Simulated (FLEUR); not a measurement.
A run of FLEUR MaX-R8.1 (later development tree) is set up as follows.

The input inp.xml:

```xml
<?xml version="1.0" encoding="UTF-8" standalone="no"?>
<fleurInput fleurInputVersion="0.39">
   <comment>
      Au                                                                                                  
   </comment>
   <calculationSetup>
      <cutoffs Kmax="4.1" Gmax="12.7" GmaxXC="12.7" numbands="0"/>
      <scfLoop itmax="80" minDistance="0.0001" maxIterBroyd="30" imix="Anderson" alpha="0.05" precondParam="0.0" spinf="2.0" sdNocoIR="T"/>
      <coreElectrons ctail="F" frcor="F" kcrel="0" coretail_lmax="0"/>
      <xcFunctional name="LibXC" relativisticCorrections="F">
         <LibXCName exchange="mgga_x_r2scan" correlation="mgga_c_r2scan"/>
         <AuxGGA exchange="117" correlation="130"/>
      </xcFunctional>
      <magnetism jspins="1"/>
      <soc l_soc="F" theta="0.0" phi="0.0" spav="F"/>
      <expertModes spex="0" secvar="F"/>
      <geometryOptimization l_f="F" forcealpha="1.0" forcemix="BFGS" epsdisp="0.00001" epsforce="0.00001"/>
      <ldaU l_linMix="F" mixParam="0.05" spinf="1.0"/>
   </calculationSetup>
   <cell>
      <bzIntegration valenceElectrons="19.0" mode="hist" fermiSmearingEnergy="0.00183747">
         <kPointListSelection listName="default-1"/>
         <!-- k-points included here -->
         <xi:include xmlns:xi="http://www.w3.org/2001/XInclude" href="kpts.xml"> </xi:include>
      </bzIntegration>
      <!-- symmetry operations included here -->
      <xi:include xmlns:xi="http://www.w3.org/2001/XInclude" href="sym.xml"> </xi:include>
      <bulkLattice scale="1.0">
         <bravaisMatrix>
            <row-1>   -3.1317845247897176     3.1317845247897176     3.1317845247897176</row-1>
            <row-2>    3.1317845247897176    -3.1317845247897176     3.1317845247897176</row-2>
            <row-3>    3.1317845247897176     3.1317845247897176    -3.1317845247897176</row-3>
         </bravaisMatrix>
      </bulkLattice>
   </cell>
   <atomSpecies>
      <species name="Gold (Au)" element="Au" atomicNumber="79">
         <mtSphere radius="2.51" gridPoints="829" logIncrement="0.016"/>
         <atomicCutoffs lmax="10" lnonsphr="10"/>
         <electronConfig flipSpins="F">
            <coreConfig>(1s1/2) (2s1/2) (2p1/2) (2p3/2) (3s1/2) (3p1/2) (3p3/2) (4s1/2) (3d3/2) (3d5/2) (4p1/2) (4p3/2) (4d3/2) (4d5/2) (4f5/2) (4f7/2)</coreConfig>
            <valenceConfig>(5s1/2) (5p1/2) (5p3/2) (6s1/2) (5d3/2) (5d5/2)</valenceConfig>
            <stateOccupation state="(6s1/2)" spinUp="0.500000" spinDown="0.500000"/>
         </electronConfig>
         <energyParameters s="6" p="6" d="5" f="5"/>
         <lo type="SCLO" l="0" n="5" eDeriv="0"/>
         <lo type="SCLO" l="1" n="5" eDeriv="0"/>
         <lo type="SCLO" l="1" n="5" eDeriv="1"/>
         <lo type="SCLO" l="2" n="5" eDeriv="2"/>
         <lo type="SCLO" l="3" n="5" eDeriv="2"/>
      </species>
   </atomSpecies>
   <atomGroups>
      <atomGroup species="Gold (Au)">
         <relPos label="                   1">.0000000000 .0000000000 .0000000000</relPos>
         <force calculate="T" relaxXYZ="TTT"/>
      </atomGroup>
   </atomGroups>
   <output dos="F" band="F" slice="F">
      <checks vchk="F" cdinf="F"/>
      <bandDOS minEnergy="-.5*Htr" maxEnergy="0.5*Htr" sigma="0.015" storeEVData="T"/>
      <vacuumDOS vacdos="F" integ="F" star="F" nstars="0" locx1="0.0" locy1="0.0" locx2="0.0" locy2="0.0" nstm="0" tworkf="0.0"/>
      <unfoldingBand unfoldBand="F" supercellX="1" supercellY="1" supercellZ="1"/>
      <plotting iplot="0" polar="F">
         <plot TwoD="T" vec1="  1.0  0.0  0.0" vec2="  0.0  1.0  0.0" vec3="  0.0  0.0  1.0" zero="  0.0  0.0  0.0" file="plot"/>
      </plotting>
      <chargeDensitySlicing numkpt="0" minEigenval="0.0" maxEigenval="0.0" nnne="0" pallst="F"/>
      <specialOutput eonly="F"/>
      <moessbauerParams electricFieldGradient="T" isomerShift="T" coreHyperfine="T" valenceHyperfine="T"/>
      <magneticCircularDichroism mcd="F" energyLo="-10.0" energyUp="0.0"/>
   </output>
  <!-- We include the file relax.xml here to enable relaxations (see documentation) -->
  <xi:include xmlns:xi="http://www.w3.org/2001/XInclude" href="relax.xml"> <xi:fallback/> </xi:include>
</fleurInput>
```

File crystal.txt:

```
Au
&input cartesian=F /
-1.6572690000  1.6572690000  1.6572690000
1.6572690000  -1.6572690000  1.6572690000
1.6572690000  1.6572690000  -1.6572690000
1.8897261246
1.0 1.0 1.0

1
79 0.0000000000  0.0000000000  0.0000000000

&kpt div1=11 div2=11 div3=11 gamma=T /
```

Contents of inp.xml (bands):

```
<?xml version="1.0" encoding="UTF-8" standalone="no"?>
<fleurInput fleurInputVersion="0.39">
   <comment>
      Au                                                                                                  
   </comment>
   <calculationSetup>
      <cutoffs Kmax="4.1" Gmax="12.7" GmaxXC="12.7" numbands="0"/>
      <scfLoop itmax="80" minDistance="0.0001" maxIterBroyd="30" imix="Anderson" alpha="0.05" precondParam="0.0" spinf="2.0" sdNocoIR="T"/>
      <coreElectrons ctail="F" frcor="F" kcrel="0" coretail_lmax="0"/>
      <xcFunctional name="LibXC" relativisticCorrections="F">
         <LibXCName exchange="mgga_x_r2scan" correlation="mgga_c_r2scan"/>
         <AuxGGA exchange="117" correlation="130"/>
      </xcFunctional>
      <magnetism jspins="1"/>
      <soc l_soc="F" theta="0.0" phi="0.0" spav="F"/>
      <expertModes spex="0" secvar="F"/>
      <geometryOptimization l_f="F" forcealpha="1.0" forcemix="BFGS" epsdisp="0.00001" epsforce="0.00001"/>
      <ldaU l_linMix="F" mixParam="0.05" spinf="1.0"/>
   </calculationSetup>
   <cell>
      <bzIntegration valenceElectrons="19.0" mode="hist" fermiSmearingEnergy="0.00183747">
         <kPointListSelection listName="path-1"/>
         <!-- k-points included here -->
         <xi:include xmlns:xi="http://www.w3.org/2001/XInclude" href="kpts.xml"> </xi:include>
      </bzIntegration>
      <!-- symmetry operations included here -->
      <xi:include xmlns:xi="http://www.w3.org/2001/XInclude" href="sym.xml"> </xi:include>
      <bulkLattice scale="1.0">
         <bravaisMatrix>
            <row-1>   -3.1317845247897176     3.1317845247897176     3.1317845247897176</row-1>
            <row-2>    3.1317845247897176    -3.1317845247897176     3.1317845247897176</row-2>
            <row-3>    3.1317845247897176     3.1317845247897176    -3.1317845247897176</row-3>
         </bravaisMatrix>
      </bulkLattice>
   </cell>
   <atomSpecies>
      <species name="Gold (Au)" element="Au" atomicNumber="79">
         <mtSphere radius="2.51" gridPoints="829" logIncrement="0.016"/>
         <atomicCutoffs lmax="10" lnonsphr="10"/>
         <electronConfig flipSpins="F">
            <coreConfig>(1s1/2) (2s1/2) (2p1/2) (2p3/2) (3s1/2) (3p1/2) (3p3/2) (4s1/2) (3d3/2) (3d5/2) (4p1/2) (4p3/2) (4d3/2) (4d5/2) (4f5/2) (4f7/2)</coreConfig>
            <valenceConfig>(5s1/2) (5p1/2) (5p3/2) (6s1/2) (5d3/2) (5d5/2)</valenceConfig>
            <stateOccupation state="(6s1/2)" spinUp="0.500000" spinDown="0.500000"/>
         </electronConfig>
         <energyParameters s="6" p="6" d="5" f="5"/>
         <lo type="SCLO" l="0" n="5" eDeriv="0"/>
         <lo type="SCLO" l="1" n="5" eDeriv="0"/>
         <lo type="SCLO" l="1" n="5" eDeriv="1"/>
         <lo type="SCLO" l="2" n="5" eDeriv="2"/>
         <lo type="SCLO" l="3" n="5" eDeriv="2"/>
      </species>
   </atomSpecies>
   <atomGroups>
      <atomGroup species="Gold (Au)">
         <relPos label="                   1">.0000000000 .0000000000 .0000000000</relPos>
         <force calculate="T" relaxXYZ="TTT"/>
      </atomGroup>
   </atomGroups>
   <output dos="F" band="T" slice="F">
      <checks vchk="F" cdinf="F"/>
      <bandDOS minEnergy="-.5*Htr" maxEnergy="0.5*Htr" sigma="0.015" storeEVData="T"/>
      <vacuumDOS vacdos="F" integ="F" star="F" nstars="0" locx1="0.0" locy1="0.0" locx2="0.0" locy2="0.0" nstm="0" tworkf="0.0"/>
      <unfoldingBand unfoldBand="F" supercellX="1" supercellY="1" supercellZ="1"/>
      <plotting iplot="0" polar="F">
         <plot TwoD="T" vec1="  1.0  0.0  0.0" vec2="  0.0  1.0  0.0" vec3="  0.0  0.0  1.0" zero="  0.0  0.0  0.0" file="plot"/>
      </plotting>
      <chargeDensitySlicing numkpt="0" minEigenval="0.0" maxEigenval="0.0" nnne="0" pallst="F"/>
      <specialOutput eonly="F"/>
      <moessbauerParams electricFieldGradient="T" isomerShift="T" coreHyperfine="T" valenceHyperfine="T"/>
      <magneticCircularDichroism mcd="F" energyLo="-10.0" energyUp="0.0"/>
   </output>
  <!-- We include the file relax.xml here to enable relaxations (see documentation) -->
  <xi:include xmlns:xi="http://www.w3.org/2001/XInclude" href="relax.xml"> <xi:fallback/> </xi:include>
</fleurInput>
```

Potentials or basis: all-electron, FLAPW.

Run with:

```console
$ inpgen -f crystal.txt -profile fastHighL
$ # inp.xml edited to the form shown
$ fleur_MPI
$ fleur_MPI   # second run, on inp.xml (bands)
```

Q: What does it give for the band gap along the path?

A: None (metal or under the smearing width).

Core levels (eV from the Fermi level):
```
atom                                                                                                                                                                                                                                     levels
1 Au  1s1/2 -80656.8, 2s1/2 -14216.8, 2p1/2 -13629.7, 2p3/2 -11793.9, 3s1/2 -3352.8, 3p1/2 -3089.5, 3p3/2 -2684.4, 4s1/2 -725.3, 3d3/2 -2248.7, 3d5/2 -2161.7, 4p1/2 -613.1, 4p3/2 -515.9, 4d3/2 -332.7, 4d5/2 -314.6, 4f5/2 -79.8, 4f7/2 -75.9
```

Caveat: the meta-GGA is that of a development version, with a GGA for the radial functions and cores and without core tails; spin-orbit coupling is left out, which moves the levels of the heavy elements.
